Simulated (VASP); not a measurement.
# RbBr (Pm-3m) in VASP: notebook

One crystal, RbBr, is run at these levels: LDA, PBE; tasks: single point.

Everything below comes from runs of VASP 6.6.1. Logs are shortened: lines on timing, memory, paths and dates and some standing lists are left out, and cuts for length are marked.

### Step 1. The undisturbed crystal

Symmetry: Pm-3m, No. 221, cubic system. The conventional cell has a = 4.193 Å, b = 4.193 Å, c = 4.193 Å, α = 90.00°, β = 90.00°, γ = 90.00°. Rb (site symmetry m-3m) is surrounded by 8 Br at 3.63 Å. Br (site symmetry m-3m) is surrounded by 8 Rb at 3.63 Å.

The cell comes from a database or a generator and needn't be the stable form of this composition.

### Step 2. Single point, LDA (functional LDA, strained and moved within the space group)

Input file INCAR:

```
  ALGO = Normal
  EDIFF = 1E-7
  ENCUT = 520
  ISIF = 2
  ISMEAR = 0
  LASPH = T
  LCHARG = F
  LREAL = F
  LWAVE = F
  NBANDS = 15
  NELM = 100
  PREC = Accurate
  SIGMA = 0.02
```

Input file KPOINTS:

```
k-points
0
Gamma
  6 6 6
```

Input file POSCAR:

```
RbBr
1.0
    4.0374904204      0.0000000000      0.0000000000
    0.0000000000      4.0374904204      0.0000000000
    0.0000000000      0.0000000000      4.0374904204
Rb Br
1 1
Direct
    0.0000000000      0.0000000000      0.0000000000
    0.5000000000      0.5000000000      0.5000000000
```

Potentials or basis: VASP PAW LDA potentials, release 64 (Rb_sv, Br).

Started as:

```console
$ cat potpaw_LDA.64/Rb_sv/POTCAR potpaw_LDA.64/Br/POTCAR > POTCAR
$ mpirun -np 1 vasp_std > vasp.out
```

OUTCAR:

```text
EDIFF = 1E-7
   ENCUT = 520
   ISIF = 2
   ISMEAR = 0
   LASPH = T
   LREAL = F
   NELM = 100
   PREC = Accurate

 ion  position               nearest neighbor table
   1  0.000  0.000  0.000-   2 3.50   2 3.50   2 3.50   2 3.50   2 3.50   2 3.50   2 3.50   2 3.50

   2  0.500  0.500  0.500-   1 3.50   1 3.50   1 3.50   1 3.50   1 3.50   1 3.50   1 3.50   1 3.50

  LATTYP: Found a simple cubic cell.
 ALAT       =     4.0374904204

  Lattice vectors:

 A1 = (   4.0374904204,   0.0000000000,   0.0000000000)
 A2 = (   0.0000000000,   4.0374904204,   0.0000000000)
 A3 = (   0.0000000000,   0.0000000000,   4.0374904204)

Analysis of symmetry for initial positions (statically):
=====================================================================
 Subroutine PRICEL returns:
 Original cell was already a primitive cell.

 Routine SETGRP: Setting up the symmetry group for a
 simple cubic supercell.

 Subroutine GETGRP returns: Found 48 space group operations
 (whereof 48 operations were pure point group operations)
 out of a pool of 48 trial point group operations.

The static configuration has the point symmetry O_h .

Analysis of symmetry for dynamics (positions and initial velocities):
=====================================================================
 Subroutine PRICEL returns:
 Original cell was already a primitive cell.

 Routine SETGRP: Setting up the symmetry group for a
 simple cubic supercell.

 Subroutine GETGRP returns: Found 48 space group operations
 (whereof 48 operations were pure point group operations)
 out of a pool of 48 trial point group operations.

The dynamic configuration has the point symmetry O_h .

 Subroutine INISYM returns: Found 48 space group operations
 (whereof 48 operations are pure point group operations),
 and found     1 'primitive' translations

----------------------------------------------------------------------------------------

                                     Primitive cell

  volume of cell :      65.8165

  direct lattice vectors                    reciprocal lattice vectors
     4.037490420  0.000000000  0.000000000     0.247678606  0.000000000  0.000000000
     0.000000000  4.037490420  0.000000000     0.000000000  0.247678606  0.000000000
     0.000000000  0.000000000  4.037490420     0.000000000  0.000000000  0.247678606

  length of vectors
     4.037490420  4.037490420  4.037490420     0.247678606  0.247678606  0.247678606

  position of ions in fractional coordinates (direct lattice)
     0.000000000  0.000000000  0.000000000
     0.500000000  0.500000000  0.500000000

  ion indices of the primitive-cell ions
   primitive index   ion index
                 1           1
                 2           2

----------------------------------------------------------------------------------------

 KPOINTS: k-points

Automatic generation of k-mesh.
 Grid dimensions read from file:
 generate k-points for:    6    6    6

 Generating k-lattice:

  Cartesian coordinates                     Fractional coordinates (reciprocal lattice)
     0.041279768  0.000000000  0.000000000     0.166666667  0.000000000  0.000000000
     0.000000000  0.041279768  0.000000000     0.000000000  0.166666667  0.000000000
     0.000000000  0.000000000  0.041279768     0.000000000  0.000000000  0.166666667

  Length of vectors
     0.041279768  0.041279768  0.041279768

  Shift w.r.t. Gamma in fractional coordinates (k-lattice)
     0.000000000  0.000000000  0.000000000

 Subroutine IBZKPT returns following result:
 ===========================================

 Found     20 irreducible k-points:

 Following reciprocal coordinates:
            Coordinates               Weight
  0.000000  0.000000  0.000000      1.000000
  0.166667  0.000000  0.000000      6.000000
  0.333333  0.000000  0.000000      6.000000
  0.500000  0.000000  0.000000      3.000000
  0.166667  0.166667  0.000000     12.000000
  0.333333  0.166667  0.000000     24.000000
[... 12 lines left out ...]
  0.500000  0.500000  0.333333      6.000000
  0.500000  0.500000  0.500000      1.000000
   k-points           NKPTS =     20   k-points in BZ     NKDIM =     20   number of bands    NBANDS=     15
   number of dos      NEDOS =    301   number of ions     NIONS =      2
   total plane-waves  NPLWV =  27000
   dimension x,y,z NGX =    30 NGY =   30 NGZ =   30
   dimension x,y,z NGXF=    60 NGYF=   60 NGZF=   60
   ions per type =               1   1
   NGX,Y,Z   is equivalent  to a cutoff of  12.35, 12.35, 12.35 a.u.
   NGXF,Y,Z  is equivalent  to a cutoff of  24.71, 24.71, 24.71 a.u.
 SYSTEM =  unknown system
   PREC   = accura    normal or accurate (medium, high low for compatibility)
   ISTART =      0    job   : 0-new  1-cont  2-samecut
   ICHARG =      2    charge: 1-file 2-atom 10-const
   ISPIN  =      1    spin polarized calculation?
   LNONCOLLINEAR =      F non collinear calculations
   LSORBIT =      F    spin-orbit coupling
   LASPH  =      T    aspherical Exc in radial PAW
   ENCUT  =  520.0 eV  38.22 Ry    6.18 a.u.   7.51  7.51  7.51*2*pi/ulx,y,z
   NELM   =    100;   NELMIN=  2; NELMDL= -5     # of ELM steps
   EDIFF  = 0.1E-06   stopping-criterion for ELM
   LREAL  =      F    real-space projection
   EDIFFG = 0.1E-05   stopping-criterion for IOM
   NSW    =      0    number of steps for IOM
   IBRION =     -1    ionic relax: 0-MD 1-quasi-New 2-CG
   NFREE  =      0    steps in history (QN), initial steepest desc. (CG)
   ISIF   =      2    stress and relaxation
   ISYM   =      2    0-nonsym 1-usesym 2-fastsym
   POTIM  = 0.5000    time-step for ionic-motion
   TEBEG  =    0.0;   TEEND  =   0.0 temperature during run
   PSTRESS=    0.0 pullay stress
   NELECT =      16.0000    total number of electrons
   NUPDOWN=      -1.0000    fix difference up-down
   EMIN   =  10.00;   EMAX   =-10.00  energy-range for DOS
   EFERMI =   0.00;   METHOD = LEGACY
   ISMEAR =     0;   SIGMA  =   0.02  broadening in eV -4-tet -1-fermi 0-gaus
   EFERMI_NEDOS =   21; number of points for ismear=-14 and -15
   IALGO  =     38    algorithm
   IMIX   =      4    mixing-type and parameters
     AMIX     =   0.40;   BMIX     =  1.00
     AMIX_MAG =   1.60;   BMIX_MAG =  1.00
  volume/ion in A,a.u.               =      32.91       222.08
  Fermi-wavevector in a.u.,A,eV,Ry     =   1.021731  1.930792 14.203593  1.043935
  Thomas-Fermi vector in A             =   2.155372
   LORBIT       =      0    0 simple, 1 ext, 2 COOP (PROOUT), +10 PAW based schemes
   GGA     = CA    functional components
   LHFCALC =     F    Hartree Fock is set to
   AEXX    =    0.0000 exact exchange contribution
   IVDW    =     0    specifies the selected vdW correction
   LEPSILON=     F    determine dielectric tensor
   LRPA    =     F    only Hartree local field effects (RPA)
 non-spin polarized calculation
 Gauss-broadening in eV      SIGMA  =   0.02
  energy-cutoff  :      520.00
  volume of cell :       65.82
 maximum number of plane-waves:      1800
   NGX = 15   NGY = 15   NGZ = 15

 number of electron      15.9999996 magnetization

 Free energy of the ion-electron system (eV)
  ---------------------------------------------------
  ext. energy  EPLUGINS =         0.00000000
  ---------------------------------------------------
  free energy    TOTEN  =        -6.70976206 eV

  energy without entropy =       -6.70976206  energy(sigma->0) =       -6.70976206

 E-fermi :  -0.4086     XC(G=0):  -8.6785

 val. band max:       -0.5218450592   @ k =   0.5000   0.5000   0.0000
 cond. band min:       3.3965107446   @ k =   0.0000   0.0000   0.0000
 fundamental gap:      3.9183558038
 Fermi energy:        -0.4086196948

 k-point     1 :       0.0000    0.0000    0.0000
  band No.  band energies     occupation
      1     -25.3887      2.00000
      2     -13.2857      2.00000
      3      -9.4224      2.00000
      4      -9.4224      2.00000
      5      -9.4224      2.00000
      6      -0.6806      2.00000
      7      -0.6806      2.00000
      8      -0.6806      2.00000
      9       3.3965      0.00000
     10       4.6954      0.00000
     11       4.6954      0.00000
     12       9.4597      0.00000
     13       9.4597      0.00000
     14       9.4597      0.00000
     15      12.2809      0.00000

 k-point     2 :       0.1667    0.0000    0.0000
  band No.  band energies     occupation
      1     -25.3815      2.00000
      2     -13.2862      2.00000
      3      -9.4678      2.00000
      4      -9.4063      2.00000
      5      -9.4063      2.00000
      6      -1.2757      2.00000
      7      -0.7085      2.00000
      8      -0.7085      2.00000
      9       4.1196      0.00000
     10       4.9162      0.00000
     11       5.3805      0.00000
     12       9.3111      0.00000
     13       9.3111      0.00000
     14       9.6267      0.00000
     15      10.8488      0.00000

 k-point     3 :       0.3333    0.0000    0.0000
  band No.  band energies     occupation
      1     -25.3669      2.00000
      2     -13.2905      2.00000
      3      -9.5444      2.00000
      4      -9.3736      2.00000
      5      -9.3736      2.00000
      6      -2.1479      2.00000
      7      -0.7672      2.00000
      8      -0.7672      2.00000
      9       5.5276      0.00000
     10       5.5313      0.00000
     11       6.7627      0.00000
     12       8.9727      0.00000
     13       9.2443      0.00000
     14       9.2443      0.00000
     15      10.0445      0.00000
[... 271 lines left out ...]
 k-point    19 :       0.5000    0.5000    0.3333
  band No.  band energies     occupation
      1     -25.3148      2.00000
      2     -12.9591      2.00000
      3      -9.7394      2.00000
      4      -9.7394      2.00000
      5      -9.6140      2.00000
      6      -1.9787      2.00000
      7      -1.9787      2.00000
      8      -1.7628      2.00000
      9       6.5408      0.00000
     10       7.4588      0.00000
     11       7.4588      0.00000
     12       8.0724      0.00000
     13       9.4353      0.00000
     14       9.4353      0.00000
     15      11.8429      0.00000

 k-point    20 :       0.5000    0.5000    0.5000
  band No.  band energies     occupation
      1     -25.3086      2.00000
      2     -12.9252      2.00000
      3      -9.7086      2.00000
      4      -9.7086      2.00000
      5      -9.7086      2.00000
      6      -2.0802      2.00000
      7      -2.0802      2.00000
      8      -2.0802      2.00000
      9       7.6592      0.00000
     10       7.6592      0.00000
     11       7.6592      0.00000
     12       8.9765      0.00000
     13       8.9765      0.00000
     14       8.9765      0.00000
     15      11.9595      0.00000

------------------------ aborting loop because EDIFF is reached ----------------------------------------

  FORCE on cell =-STRESS in cart. coord.  units (eV):
  Direction    XX          YY          ZZ          XY          YZ          ZX
  --------------------------------------------------------------------------------------
  -------------------------------------------------------------------------------------
  Total       -0.4028871     -0.4028871     -0.4028871      0.0000000     -0.0000000      0.0000000
  in kB       -9.8075251     -9.8075251     -9.8075251      0.0000000     -0.0000000      0.0000000
  external PRESSURE =      -9.8075251 kB  Pullay stress =       0.0000000 kB

 VOLUME and BASIS-vectors are now :
 -----------------------------------------------------------------------------
  energy-cutoff  :      520.00
  volume of cell :       65.82
      direct lattice vectors                 reciprocal lattice vectors
     4.037490420  0.000000000  0.000000000     0.247678606  0.000000000  0.000000000
     0.000000000  4.037490420  0.000000000     0.000000000  0.247678606  0.000000000
     0.000000000  0.000000000  4.037490420     0.000000000  0.000000000  0.247678606

 POSITION                                       TOTAL-FORCE (eV/Angst)
 -----------------------------------------------------------------------------------
      0.00000      0.00000      0.00000         0.000000      0.000000      0.000000
      2.01875      2.01875      2.01875         0.000000      0.000000      0.000000
 -----------------------------------------------------------------------------------
    total drift:                                0.000000      0.000000     -0.000000

  FREE ENERGIE OF THE ION-ELECTRON SYSTEM (eV)
  ---------------------------------------------------
  free  energy   TOTEN  =        -6.7097620611 eV

  energy  without entropy=       -6.7097620611  energy(sigma->0) =       -6.70976206
```

It took 15 s on 1 thread of Intel Xeon Platinum 8488C (Sapphire Rapids), shared host; peak memory 0.15 GiB.

What came out:

| Item | Value |
| --- | --- |
| Free energy | -6.7098 eV |
| Pressure | -1.0 GPa |
| Band gap on the k mesh | 3.92 eV, indirect (least direct gap 4.08 eV) |

(Part 1 of 2 ends here.)
